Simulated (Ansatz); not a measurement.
# Is this ZrC structure a true minimum?

It was reached by relaxing an invented guess, and it needn't be the stable form of this composition.

Computed with Ansatz, DFT PBE, scalar-relativistic, plane waves, PAW. Settings: cutoff 420 eV, Γ-centred mesh 12×12×12 on the computed 2-atom cell, Gaussian smearing of 0.02 eV; no spin polarisation.

The cell below (2 atoms, space group F-43m (No. 216)) is relaxed within its symmetry.

```cif
data_structure
_symmetry_space_group_name_H-M 'P 1'
_symmetry_Int_Tables_number 1
_cell_length_a 3.5999
_cell_length_b 3.5999
_cell_length_c 3.5999
_cell_angle_alpha 60.000
_cell_angle_beta 60.000
_cell_angle_gamma 60.000
_cell_volume 32.99
loop_
_atom_site_label
_atom_site_type_symbol
_atom_site_fract_x
_atom_site_fract_y
_atom_site_fract_z
_atom_site_occupancy
Zr1 Zr 0.50000 0.50000 0.50000 1
C1 C 0.25000 0.25000 0.25000 1
```

For the test a repeat of it with 8 atoms (edges 3.60, 6.24, 6.24 Å) was strained at random (σ = 1.5 % a component), the atoms were moved at random (σ = 0.15 Å), and all was relaxed again on a coarse 4×2×2 mesh (in the run’s order of axes) with 0.10 eV smearing, with no symmetry imposed.

Problem. Does it come back?

Solution. It returns, within 2 meV/atom of the unmoved cell on that mesh and with the same symmetry when read at 0.1 Å (Cm at 0.01 Å, so small strains and shifts remain). No instability shows in this cell; modes of other wave vectors, which need another repeat, aren't tested.
